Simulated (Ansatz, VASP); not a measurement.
# Cross-check of KF (Carobbiite) between VASP and Ansatz

One calculation is typed for both programs; each brings its own data sets and cutoff. How far apart do they land? The cell is taken from a series of VASP runs on this material, whose earlier steps may have relaxed, scaled or displaced it; both programs get it as it stands. Other levels of theory on this material are compared in a session of their own.

Method: plane waves, with VASP 6.6.1 beside it; band structure at r2SCAN, in Ansatz 0.2.0.

## (1) Set-up

It takes space group Fm-3m (No. 225, cubic). Conventional cell: a = 5.347 Å, b = 5.347 Å, c = 5.347 Å, α = 90.00°, β = 90.00°, γ = 90.00°. K has 6 F at 2.67 Å nearest. Nearest to F lie 6 K at 2.67 Å. Farther neighbours and most contacts between anions are not listed.

Structure file:

```xyz
2
Lattice="0.0000 2.6735 2.6735 2.6735 0.0000 2.6735 2.6735 2.6735 0.0000" Properties=species:S:1:pos:R:3 pbc="T T T"
K     0.0000    0.0000    0.0000
F     2.6735    2.6735    2.6735
```

## (2) VASP: band structure, r2SCAN

Levels along a path test the potential and the projectors away from the mesh points.

Lines of VASP's logs that name or quote its potential files are left out, and so is its time.

Contents of INCAR:

```
SYSTEM = KF
PREC = Accurate
ENCUT = 460
EDIFF = 1E-06
NELM = 100
ISMEAR = 0
SIGMA = 0.03
LREAL = .FALSE.
ALGO = Normal
METAGGA = R2SCAN
LASPH = .TRUE.
NBANDS = 20
LORBIT = 11
LWAVE = .FALSE.
LCHARG = .FALSE.
KPAR = 4
```

Contents of POSCAR:

```
KF
1.0
    0.0000000000      2.6735000000      2.6735000000
    2.6735000000      0.0000000000      2.6735000000
    2.6735000000      2.6735000000      0.0000000000
K F
1 1
Direct
    0.0000000000      0.0000000000      0.0000000000
    0.5000000000      0.5000000000      0.5000000000
```

Contents of KPOINTS:

```
Automatic mesh
0
Gamma
8 8 8
0 0 0
```

Contents of KPOINTS_OPT:

```
Line mode
10
Line-mode
Reciprocal
  0.00000000   0.00000000   0.00000000 GAMMA
  0.50000000   0.00000000   0.50000000 X

  0.50000000   0.00000000   0.50000000 X
  0.50000000   0.25000000   0.75000000 W

  0.50000000   0.25000000   0.75000000 W
  0.37500000   0.37500000   0.75000000 K

  0.37500000   0.37500000   0.75000000 K
  0.00000000   0.00000000   0.00000000 GAMMA

  0.00000000   0.00000000   0.00000000 GAMMA
  0.50000000   0.50000000   0.50000000 L

  0.50000000   0.50000000   0.50000000 L
  0.62500000   0.25000000   0.62500000 U

  0.62500000   0.25000000   0.62500000 U
  0.50000000   0.25000000   0.75000000 W

  0.50000000   0.25000000   0.75000000 W
  0.50000000   0.50000000   0.50000000 L

  0.50000000   0.50000000   0.50000000 L
  0.37500000   0.37500000   0.75000000 K

  0.62500000   0.25000000   0.62500000 U
  0.50000000   0.00000000   0.50000000 X
```

PAW data sets: K_sv and F (PBE family, release 64).

Launch:

```bash
$ mpirun -np 4 vasp_std
```

Numbers of over 12 decimals in the logs are rounded to 6 here.

The log of the run:

```text
[banner, memory and clock lines left out]
running    4 mpi-ranks, on    1 nodes
 distrk:  each k-point on    1 cores,    4 groups
 distr:  one band on    1 cores,    1 groups

 POSCAR found type information on POSCAR K F
 POSCAR found :  2 types and       2 ions
|                                                                             |
|               ----> ADVICE to this user running VASP <----                  |
|                                                                             |
|     You enforced a specific xc type in the INCAR file but a different       |
|     [... a line on the potential file left out ...]
|     I HOPE YOU KNOW WHAT YOU ARE DOING!                                     |
|                                                                             |

 LDA part: xc-table for (None), standard interpolation
 POSCAR, INCAR and KPOINTS ok, starting setup
 FFT: planning ... GRIDC
 FFT: planning ... GRID_SOFT
 FFT: planning ... GRID
 WAVECAR not read
 entering main loop
       N       E                     dE             d eps       ncg     rms          rms(c)
DAV:   1     0.890017269353E+02    0.89002E+02   -0.74196E+03  1168   0.723E+02
DAV:   2    -0.173804773791E+02   -0.10638E+03   -0.98799E+02  1356   0.229E+02
DAV:   3    -0.207736618944E+02   -0.33932E+01   -0.33666E+01  1588   0.343E+01
DAV:   4    -0.208789550422E+02   -0.10529E+00   -0.10524E+00  1520   0.579E+00
DAV:   5    -0.208821367678E+02   -0.31817E-02   -0.31817E-02  1568   0.805E-01    0.587E+00
DAV:   6    -0.149815358803E+02    0.59006E+01   -0.12176E+00  1632   0.110E+01    0.215E+00
DAV:   7    -0.149652492635E+02    0.16287E-01   -0.32952E-01  1372   0.404E+00    0.206E+00
DAV:   8    -0.150061977726E+02   -0.40949E-01   -0.20887E-01  1236   0.322E+00    0.120E+00
DAV:   9    -0.149763656212E+02    0.29832E-01   -0.45150E-02  1396   0.143E+00    0.342E-01
DAV:  10    -0.149765588170E+02   -0.19320E-03   -0.15780E-02  1260   0.751E-01    0.281E-01
DAV:  11    -0.149757817407E+02    0.77708E-03   -0.10147E-03  1308   0.232E-01    0.109E-01
DAV:  12    -0.149756079439E+02    0.17380E-03   -0.28081E-04  1304   0.110E-01    0.276E-02
DAV:  13    -0.149755952019E+02    0.12742E-04   -0.37089E-05  1404   0.409E-02    0.411E-03
DAV:  14    -0.149755956533E+02   -0.45136E-06   -0.10780E-06  1228   0.584E-03
   1 F= -.14975596E+02 E0= -.14975596E+02  d E =-.921463E-35
 Start KPOINTS_OPT (optional k-point list driver)
k-point batch [1-29\100]
       N       E                     dE             ncg
DAV:   1    -0.271479600536E+04   -0.17357E+05     1160
DAV:   2    -0.591734689720E+04   -0.32026E+04     1396
DAV:   3    -0.601643047560E+04   -0.99084E+02     1560
DAV:   4    -0.601886377176E+04   -0.24333E+01     1584
DAV:   5    -0.601889850643E+04   -0.34735E-01     1528
DAV:   6    -0.601890010289E+04   -0.15965E-02     1608
DAV:   7    -0.601890020490E+04   -0.10202E-03     1316
DAV:   8    -0.601890020613E+04   -0.12334E-05     1004
DAV:   9    -0.601890020616E+04   -0.27839E-07      924
[...]
k-point batch [88-100\100]
       N       E                     dE             ncg
DAV:   1     0.736136462341E+04   -0.86145E+04      520
DAV:   2     0.599561777635E+04   -0.13657E+04      640
DAV:   3     0.594815507201E+04   -0.47463E+02      740
DAV:   4     0.594708823166E+04   -0.10668E+01      644
DAV:   5     0.594706834882E+04   -0.19883E-01      740
DAV:   6     0.594706811765E+04   -0.23117E-03      648
DAV:   7     0.594706810671E+04   -0.10943E-04      612
DAV:   8     0.594706810600E+04   -0.70796E-06      388
```

OUTCAR, selected parts (step 2):

```text
ion  position               nearest neighbor table
   1  0.000  0.000  0.000-   2 2.67   2 2.67   2 2.67   2 2.67   2 2.67   2 2.67
   2  0.500  0.500  0.500-   1 2.67   1 2.67   1 2.67   1 2.67   1 2.67   1 2.67

  LATTYP: Found a face centered cubic cell.
 ALAT       =     5.3470000000

 Subroutine GETGRP returns: Found 48 space group operations
 (whereof 48 operations were pure point group operations)

The static configuration has the point symmetry O_h .

 Found     29 irreducible k-points:

   k-points           NKPTS =     29   k-points in BZ     NKDIM =     29   number of bands    NBANDS=     20

   dimension x,y,z NGX =    28 NGY =   28 NGZ =   28
   dimension x,y,z NGXF=    56 NGYF=   56 NGZF=   56

   ENCUT  =  460.0 eV  33.81 Ry    5.81 a.u.   6.61  6.61  6.61*2*pi/ulx,y,z

   NELECT =      16.0000    total number of electrons

 k-points in reciprocal lattice and weights: Automatic mesh
   0.00000000  0.00000000  0.00000000       0.002
   0.12500000  0.00000000  0.00000000       0.016
   0.25000000  0.00000000  0.00000000       0.016
   0.37500000  0.00000000  0.00000000       0.016
   0.50000000  0.00000000  0.00000000       0.008
   0.12500000  0.12500000  0.00000000       0.012
   0.25000000  0.12500000  0.00000000       0.047
   0.37500000  0.12500000  0.00000000       0.047
   0.50000000  0.12500000  0.00000000       0.047
[...]
-0.37500000  0.50000000  0.12500000       0.023
  -0.25000000  0.50000000  0.25000000       0.012

 average (electrostatic) potential at core
       1 -39.7747       2 -82.3764

 E-fermi :  -3.1052

 k-point     1 :       0.0000    0.0000    0.0000
  band No.  band energies     occupation
    ...
      4     -12.9704      2.00000
      5     -12.9704      2.00000
      6      -3.3588      2.00000
      7      -3.3588      2.00000
      8      -3.3588      2.00000
      9       3.4636      0.00000
     10       8.0931      0.00000
     11       8.0931      0.00000
     12       8.0931      0.00000
     13       9.9506      0.00000
    ...

 k-point     2 :       0.1250    0.0000    0.0000
  band No.  band energies     occupation
    ...
      4     -12.9757      2.00000
      5     -12.9757      2.00000
      6      -3.4907      2.00000
      7      -3.4095      2.00000
      8      -3.4095      2.00000
      9       3.8951      0.00000
     10       7.7926      0.00000
     11       8.3091      0.00000
     12       8.3091      0.00000
     13      10.0957      0.00000
    ...

 k-point     3 :       0.2500    0.0000    0.0000
  band No.  band energies     occupation
    ...
      4     -12.9881      2.00000
      5     -12.9881      2.00000
      6      -3.7745      2.00000
      7      -3.5287      2.00000
      8      -3.5287      2.00000
      9       4.9730      0.00000
     10       7.3852      0.00000
     11       8.8488      0.00000
     12       8.8488      0.00000
     13      10.5451      0.00000
    ...

  Total       -0.3214326     -0.3214326     -0.3214326      0.0000000      0.0000000      0.0000000
  in kB      -13.4750380    -13.4750380    -13.4750380      0.0000000      0.0000000      0.0000000
  external PRESSURE =     -13.4750380 kB  Pullay stress =       0.0000000 kB

  energy-cutoff  :      460.00
  volume of cell :       38.22
      direct lattice vectors                 reciprocal lattice vectors
     0.000000000  2.673500000  2.673500000    -0.187020759  0.187020759  0.187020759
     2.673500000  0.000000000  2.673500000     0.187020759 -0.187020759  0.187020759
     2.673500000  2.673500000  0.000000000     0.187020759  0.187020759 -0.187020759

 POSITION                                       TOTAL-FORCE (eV/Angst)
 -----------------------------------------------------------------------------------
      0.00000      0.00000      0.00000         0.000000      0.000000      0.000000
      2.67350      2.67350      2.67350        -0.000000     -0.000000     -0.000000
 -----------------------------------------------------------------------------------
    total drift:                                0.000000      0.000000      0.000000

  FREE ENERGIE OF THE ION-ELECTRON SYSTEM (eV)
  ---------------------------------------------------
  free  energy   TOTEN  =       -14.9755956533 eV

  energy  without entropy=      -14.9755956533  energy(sigma->0) =      -14.97559565

 total charge
# of ion       s       p       d       tot
------------------------------------------
    1        1.959   5.685   0.029   7.674
    2        1.744   4.381   0.000   6.126
--------------------------------------------------
tot          3.704  10.067   0.029  13.799

[... 3 further parts left out ...]
```

The run ends at a pressure of -1.35 GPa.

## (3) Ansatz: band structure, r2SCAN

Ansatz runs on its default PAW (the set named soft_2) files.

The same cell, functional, mesh and smearing now go to Ansatz, which takes its cutoff from its data sets.

Contents of input.yaml:

```yaml
crystal:
  lattice:
    - [0.0, 2.6735, 2.6735]
    - [2.6735, 0.0, 2.6735]
    - [2.6735, 2.6735, 0.0]
  atoms:
    - { symbol: K, position: [0.0, 0.0, 0.0] }
    - { symbol: F, position: [0.5, 0.5, 0.5] }
hamiltonian:
  xc: r2scan
  pseudopotentials: { kind: paw }
kpoints:
  mp_grid: { grid: [8, 8, 8] }
  band_path:
    path:
      - [0.0, 0.0, 0.0]
      - [0.16667, 0.0, 0.16667]
      - [0.33333, 0.0, 0.33333]
      - [0.5, 0.0, 0.5]
      - [0.5, 0.08333, 0.58333]
      - [0.5, 0.19444, 0.69444]
      - [0.5, 0.25, 0.75]
      - [0.45833, 0.29167, 0.75]
      - [0.40278, 0.34722, 0.75]
      - [0.375, 0.375, 0.75]
      - [0.20833, 0.20833, 0.41667]
      - [0.08333, 0.08333, 0.16667]
      - [0.0, 0.0, 0.0]
      - [0.22222, 0.22222, 0.22222]
      - [0.38889, 0.38889, 0.38889]
      - [0.51389, 0.47222, 0.51389]
      - [0.55556, 0.38889, 0.55556]
      - [0.61111, 0.27778, 0.61111]
      - [0.61111, 0.25, 0.63889]
      - [0.56944, 0.25, 0.68056]
      - [0.51389, 0.25, 0.73611]
      - [0.5, 0.27778, 0.72222]
      - [0.5, 0.38889, 0.61111]
      - [0.5, 0.47222, 0.52778]
      - [0.48611, 0.48611, 0.52778]
      - [0.43056, 0.43056, 0.63889]
      - [0.38889, 0.38889, 0.72222]
      - [0.59722, 0.19444, 0.59722]
      - [0.55556, 0.11111, 0.55556]
      - [0.5, 0.0, 0.5]
    npoints: 1
scf:
  occupations: { method: gaussian, width: 0.03 }
  n_extra_bands: 7
output:
  forces: true
  stress: true
  eigenvalues: true
```

Launch:

```bash
$ ansatz run input.yaml --threads 2 --pin off --max-ram 4608MiB --backend cpu --events-out ev --progress --plain --runs-dir out
```

The log of the run:

```text
scf.n_extra_bands = 7 over 8 filled bands (N_el = 16.0): the run solves 15 bands
Engine: ansatz 0.2.0, x86_64-unknown-linux-gnu
Pseudopotentials: kind: paw
Pseudopotential: K, paw, valence charge 9, recommended cutoff 500 eV (meta_gga), K.paw.azcp
Pseudopotential: F, paw, valence charge 7, recommended cutoff 500 eV (meta_gga), F.paw.azcp
Functional definition: r2SCAN
  parameter k0 = 0.174
  parameter k1 = 0.065
  parameter a1 = 4.9479
  exchange = r2scan_x(k0 = k0, k1 = k1, a1 = a1)
  correlation = r2scan_c
Crystal: 2 atoms, lattice volume = 38.218 Å³
Basis set: ecut = 500 eV, 941 PW (Γ), exchange–correlation on 120×120×120 points (64 copies of the dense FFT grid, shifted against one another)
Bands: 15, of which v1, the nominal top of the filled ones, is band 8 counted from 1 (7 counted from 0)
Symmetry: 48 space group operations
Space group: Fm-3m (ITA 225), of the structure as read, at distance tolerance 3.4e-5 Å
k-points: 29 of 512
Non-local potential: K, projectors of the file, l = 0: 3, l = 1: 2, l = 2: 2
Non-local potential: F, projectors of the file, l = 0: 2, l = 1: 2, l = 2: 1
PAW form: soft (Blöchl's): semilocal exchange-correlation on the pseudo side does not see the compensation charge
PAW frozen core: K, regenerated for the run's functional (the file was generated under x = pbe(κ = 0.804, μ = 0.219515), c = pbe(β = 0.066725))
PAW frozen core: F, regenerated for the run's functional (the file was generated under x = pbe(κ = 0.804, μ = 0.219515), c = pbe(β = 0.066725))
PAW one-centre angular grid: K, 302 points (default); XC on 160 Gauss nodes
PAW one-centre angular grid: F, 302 points (default); XC on 160 Gauss nodes
Initial density: superposition of atomic densities (neutral atoms: chi_scale 0, normalization atom), corrected by the library's trained network
Initial wavefunctions: pseudopotential atomic-orbital guess
Functional: x = r2scan, c = r2scan; τ floored in thin density (d = 2e-4 eV/Å³)
SCF iter   1: F=—  HF=-2355.150992 eV  |F-HF|=—  |Δ(HF+E_count)|=         —  Δρ=7.65e-3  dr2=2.09e-2  dr2_τ=2.74e-2  ethr=1.77e-3  ⟨swp⟩=6.7  Hψ=2801  notcnv=0  defer=4
preconditioner: auto → none  [insulator: Δε(μ)=7.136 eV  Ē_g=20.575 eV  σ=0.030 eV  W_gap=1.00  n_scr=14 (ndim 8)  ℏωp=22.5 eV  f_vac=0.134  D(μ)=0.00/eV (n_scr^D=0)  ε∞_Penn≈2.2]
SCF iter   2: F=—  HF=-2355.191801 eV  |F-HF|=—  |Δ(HF+E_count)|=   4.08e-2  Δρ=5.71e-3  dr2=4.78e-3  dr2_τ=1.02e-3  ethr=1.30e-4  ⟨swp⟩=3.0  Hψ=1101  notcnv=0  defer=41
SCF iter   3: F=—  HF=-2355.190624 eV  |F-HF|=—  |Δ(HF+E_count)|=   1.18e-3  Δρ=1.57e-3  dr2=3.10e-4  dr2_τ=6.47e-5  ethr=2.99e-5  ⟨swp⟩=2.0  Hψ=742  notcnv=0  defer=41
SCF iter   4: F=—  HF=-2355.190598 eV  |F-HF|=—  |Δ(HF+E_count)|=   2.61e-5  Δρ=1.84e-4  dr2=4.49e-6  dr2_τ=1.57e-6  ethr=1.94e-6  ⟨swp⟩=2.0  Hψ=529  notcnv=0  defer=41
SCF iter   5: F=—  HF=-2355.190602 eV  |F-HF|=—  |Δ(HF+E_count)|=   3.92e-6  Δρ=3.03e-5  dr2=1.25e-7  dr2_τ=3.92e-8  ethr=2.81e-8  ⟨swp⟩=2.0  Hψ=568  notcnv=0  defer=41
SCF iter   6: F=-2355.190602 eV  HF=-2355.190602 eV  |F-HF|=4.01e-10  |Δ(HF+E_count)|=   1.58e-7  Δρ=7.94e-6  dr2=1.12e-8  dr2_τ=2.00e-9  ethr=6.25e-10  ⟨swp⟩=8.6  Hψ=2133  notcnv=0
SCF 1 converged in 6 iterations: F = -2355.190602 eV  dr2 = 1.12e-8
  greatest PAW one-centre occupation: 0.989 electrons in one spin orbital (limit 2), on the K atom at site 0 (counted from 0), in its partial waves of l = 0
NSCF: frozen V_eff on 30 k-points
SCF converged after 6 iterations
Free energy (F): -2355.190602 eV
Harris-Foulkes:  -2355.190602 eV  (|F-HF|=4.01e-10)
Internal energy: -2355.190602 eV  (E = F + TS)
E sigma→0 (E₀):  -2355.190602 eV
Fermi energy:    4.313355 eV
--- Per-component energies (eV) ---
  E_band       = -139.079913
  E_kinetic    = 463.573371
  E_local      = -1113.248338  (includes V_loc(G=0)·N_el)
  E_nonlocal   = 85.223188
  E_hartree    = 402.132225
  E_xc         = -214.537155
  E_vxc        = -304.690525  (∫ρ·V_xc dr)
  E_paw        = -990.655172  (= ΣΔE_a)
  E_vpaw       = -94.206562  (= ΣTr[D̂ρ^β])
  E_aug_tail   = 0.000994  (compensation charges beyond the density's cutoff)
  E_vtau       = 20.006674  (kinetic-family band-sum trace: ∫τ·v_τ [+ j·A + Jᵃ·Aᵃ] dr)
  E_ewald      = -987.452138
  E_core_change = -0.227577  (= ΣΔE_core)
  E_smearing   = -0.000000  (= −TS)
  E_closure    = 0.000000  (closes the sum)
  Σ components = -2355.190602   (vs F -2355.190602, Δ=0.00e0)
--- Forces (eV/Å), atoms counted from 1 ---
  atom   1  K     -0.00000000     0.00000000    -0.00000000
  atom   2  F      0.00000000    -0.00000000     0.00000000
  max |Σ_I F_I| component: 3.42e-29 eV/Å
--- Stress (GPa, compression-positive) ---
       -0.549551       0.000000       0.000000
        0.000000      -0.549551      -0.000000
       -0.000000       0.000000      -0.549551
  P = ⅓ Tr σ = -0.5496 GPa (-5.496 kbar)
--- Band table (eV; the first three rows and the last of 29) ---
  k-point 0: bands = [... 4 lower, -8.6274, 0.9031, 0.9031, 0.9031, 7.7234, 12.3568, 12.3568, 12.3568, ... 3 higher]
  k-point 1: bands = [... 4 lower, -8.6326, 0.7710, 0.8523, 0.8523, 8.1549, 12.0575, 12.5692, 12.5692, ... 3 higher]
  k-point 2: bands = [... 4 lower, -8.6451, 0.4871, 0.7320, 0.7320, 9.2321, 11.6497, 13.0982, 13.0982, ... 3 higher]
  k-point 28: bands = [... 4 lower, -8.7148, 0.5137, 0.7505, 0.7505, 11.2312, 11.2312, 13.0209, 15.2323, ... 3 higher]
```

The job ended after 1.7 s (2 threads of Intel Xeon at 2.60GHz (Ice Lake), shared host; peak memory 0.46 GiB; 3 s of CPU time).

## (4) Differences

Known differences besides the potentials themselves: VASP keeps PBE cores, Ansatz makes them for the functional; the cutoff is 500 eV in Ansatz and 460 eV in VASP. Total energies have different zeros and are not compared.

The two programs side by side:

| quantity | Ansatz | VASP | difference |
| --- | --- | --- | --- |
| pressure (GPa) | -0.55 | -1.35 | +0.80 |
| pressure without Ansatz's Pulay correction (GPa) | -0.60 | -1.35 | +0.75 |
| gap over the path points (eV) | 6.820 | 6.823 | -0.002 |

Levels at points of the path, from each program's valence-band top (eV; 3 filled, then empty):

| k (reciprocal lattice) | Ansatz | VASP |
| --- | --- | --- |
| 0.000 0.000 0.000 | 0.00 0.00 0.00 6.82 11.45 11.45 | 0.00 0.00 0.00 6.82 11.45 11.45 |
| 0.167 0.000 0.167 | -0.34 -0.03 -0.03 7.75 10.49 12.16 | -0.34 -0.03 -0.03 7.75 10.48 12.17 |
| 0.333 0.000 0.333 | -0.41 -0.05 -0.05 9.25 9.68 13.18 | -0.41 -0.05 -0.05 9.23 9.68 13.21 |
| 0.500 0.000 0.500 | -0.20 -0.05 -0.05 8.78 11.22 12.39 | -0.20 -0.05 -0.05 8.77 11.22 12.41 |
| 0.500 0.083 0.583 | -0.19 -0.14 -0.07 8.98 11.42 12.02 | -0.20 -0.14 -0.07 8.97 11.42 12.04 |
| 0.500 0.194 0.694 | -0.35 -0.17 -0.12 9.78 10.92 11.99 | -0.35 -0.18 -0.13 9.77 10.93 12.00 |
| 0.500 0.250 0.750 | -0.39 -0.15 -0.15 10.33 10.33 12.12 | -0.39 -0.16 -0.16 10.32 10.32 12.12 |
| 0.458 0.292 0.750 | -0.38 -0.17 -0.15 9.92 10.77 12.08 | -0.38 -0.17 -0.15 9.91 10.78 12.09 |
| 0.403 0.347 0.750 | -0.33 -0.18 -0.18 9.58 11.25 12.00 | -0.33 -0.19 -0.18 9.57 11.26 12.01 |
| 0.375 0.375 0.750 | -0.32 -0.19 -0.18 9.54 11.33 11.98 | -0.32 -0.19 -0.19 9.53 11.34 11.99 |

Among the levels compared at these points, filled levels agree within 7 meV and empty ones within 32 meV. Ansatz's pressure holds a Pulay correction of 0.05 GPa; VASP's holds none.

## (5) What came out

```yaml
difference_in_gap_over_the_path_points_band_structure_r2scan: -0.0023 eV
difference_in_pressure_band_structure_r2scan: 0.80 GPa
```

The difference in pressure is 0.80 GPa (band structure, r2SCAN), within the 1 GPa picked in this series as the mark of a large difference. 8 further runs of this series are not shown here. How closely two codes agree says nothing of how well the functional describes the real material.

[Lines on the potential files, build, host, timing and source positions are cut from VASP's logs without a mark.]

[Logs are printed without paths, hosts, clocks, repeated set-up lines and the standing remarks that a program may print on its own settings, such as how far it seeks lower states.]

[Hosts, paths, dates, database ids (printed as entryN), source tags and the programs' standing remarks are cut or masked in the printed files.]
